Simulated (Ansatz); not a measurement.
## 47Ti nuclear quadrupole resonance in TiO₂

Cell: a structure deposited in the COD whose atoms were relaxed with PBE, the cell held.

Space group P4_2/mnm (No. 136); a = 4.5940, c = 2.9590 Å.

| site | Wyckoff | site symmetry | x | y | z |
| --- | --- | --- | --- | --- | --- |
| Ti | 2a | m.mm | 0.0000 | 0.0000 | 0.0000 |
| O | 4f | m.2m | 0.3043 | 0.3043 | 0.0000 |

One atom of each set is listed.

The numbers come from a DFT calculation in Ansatz (r2SCAN, plane waves and PAW, scalar-relativistic, 500 eV cutoff, Γ-centred 7×7×10 k-points, Fermi–Dirac smearing 0.02 eV).

47Ti: I = 5/2, Q = 302.0 mb (year-2017 value). Static lattice, zero field.

Question: The simulated lines lie at 2.29, 4.52 MHz. What are |C_Q|, η and |V_zz| at Ti?

Answer: For I = 5/2 and η = 0 the lines are 3|C_Q|/20 and twice that; η pulls their ratio below 2. Here |C_Q| = 15.1 MHz, η = 0.11 and |V_zz| = 2.07 × 10²¹ V/m². The calculation gives V_zz negative; the lines don't show the sign. The site has 6 O at 1.95–1.98 Å.
